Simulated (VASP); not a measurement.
Input of a VASP 6.6.1 run:

Contents of INCAR:

```
PREC     = Accurate       # precision mode
ENCUT    = 580            # plane-wave cutoff, eV
EDIFF    = 1E-6           # SCF threshold, eV
ISMEAR   = -1             # smearing method
SIGMA    = 0.05           # smearing width, eV
LREAL    = F              # projectors in reciprocal space
LASPH    = T              # aspherical terms in the spheres
NELM     = 100            # most SCF steps
ALGO     = Normal         # electronic algorithm
ISIF     = 3              # what is computed and relaxed
LWAVE    = F              # write WAVECAR
LCHARG   = F              # write CHGCAR
ISPIN    = 2              # spin polarisation
MAGMOM   = 0.5 0.5 0.5 0.5 0.5 0.5 0.5 0.5 0.5 # initial moments
LORBIT   = 11             # projections on sites
METAGGA  = R2SCAN         # meta-GGA
LMIXTAU  = T            
IBRION   = 2              # ionic algorithm
NSW      = 60             # ionic steps
EDIFFG   = -0.02          # ionic threshold
```

The input Li.cif:

```cif
data_Li
_cell_length_a 3.10100000
_cell_length_b 3.10100000
_cell_length_c 22.76490000
_cell_angle_alpha 90.00000000
_cell_angle_beta 90.00000000
_cell_angle_gamma 120.00000000
_space_group_name_H-M_alt 'R-3m'
_space_group_name_Hall '-R 3 2"'
_space_group_IT_number 166
loop_
_space_group_symop_operation_xyz
'x,y,z'
'-x,-y,-z'
'-y,x-y,z'
'y,-x+y,-z'
'-x+y,-x,z'
'x-y,x,-z'
'y,x,-z'
'-y,-x,z'
'x-y,-y,-z'
'-x+y,y,z'
'-x,-x+y,-z'
'x,x-y,z'
'x+2/3,y+1/3,z+1/3'
'-x+2/3,-y+1/3,-z+1/3'
'-y+2/3,x-y+1/3,z+1/3'
'y+2/3,-x+y+1/3,-z+1/3'
'-x+y+2/3,-x+1/3,z+1/3'
'x-y+2/3,x+1/3,-z+1/3'
'y+2/3,x+1/3,-z+1/3'
'-y+2/3,-x+1/3,z+1/3'
'x-y+2/3,-y+1/3,-z+1/3'
'-x+y+2/3,y+1/3,z+1/3'
'-x+2/3,-x+y+1/3,-z+1/3'
'x+2/3,x-y+1/3,z+1/3'
'x+1/3,y+2/3,z+2/3'
'-x+1/3,-y+2/3,-z+2/3'
'-y+1/3,x-y+2/3,z+2/3'
'y+1/3,-x+y+2/3,-z+2/3'
'-x+y+1/3,-x+2/3,z+2/3'
'x-y+1/3,x+2/3,-z+2/3'
'y+1/3,x+2/3,-z+2/3'
'-y+1/3,-x+2/3,z+2/3'
'x-y+1/3,-y+2/3,-z+2/3'
'-x+y+1/3,y+2/3,z+2/3'
'-x+1/3,-x+y+2/3,-z+2/3'
'x+1/3,x-y+2/3,z+2/3'
loop_
_atom_site_label
_atom_site_type_symbol
_atom_site_symmetry_multiplicity
_atom_site_Wyckoff_symbol
_atom_site_fract_x
_atom_site_fract_y
_atom_site_fract_z
_atom_site_occupancy
Li1 Li 6 c 0.0000000000 0.0000000000 0.7780000000 1
Li2 Li 3 a 0.0000000000 0.0000000000 0.0000000000 1
```

Contents of KPOINTS:

```
Automatic mesh
0
Gamma
  10 10 2
```

POSCAR

```
Li
 1.0000000000000000
     3.1010000000000000    0.0000000000000000    0.0000000000000000
    -1.5504999999999993    2.6855447771355445    0.0000000000000000
     0.0000000000000000    0.0000000000000000   22.7649000000000008
 Li 
   9
Cartesian
  0.0000000000000000  0.0000000000000000 17.7110921999999995
  0.0000000000000000  0.0000000000000000  5.0538078000000022
  1.5505000000000000  0.8951815923785148  2.5344921999999990
  1.5505000000000000  0.8951815923785148 12.6421078000000033
  0.0000000000000004  1.7903631847570296 10.1227921999999975
  0.0000000000000004  1.7903631847570296 20.2304078000000018
  0.0000000000000000  0.0000000000000000  0.0000000000000000
  1.5505000000000000  0.8951815923785148  7.5883000000000003
  0.0000000000000004  1.7903631847570296 15.1766000000000005
```

Potentials or basis: VASP PAW PBE potentials, release 64 (Li).

Command:

```console
$ ase convert -i cif -o vasp Li.cif POSCAR
$ cat potpaw_PBE.64/Li/POTCAR > POTCAR
$ mpirun -np 1 vasp_std > vasp.out
```

Problem. Estimate the net moment.

Solution. 0.00 μB per cell.

Problem. Predict the band gap on the k mesh.

Solution. None (metal or under the smearing width).

Stress tensor (GPa, compression positive):
```
 0.04  0.00  0.00
 0.00  0.04  0.00
 0.00  0.00 -0.14
```

Caveat: the relaxation stopped at its first step, so nothing moved; the PAW data sets were made with another functional, which shifts forces and pressure a little.
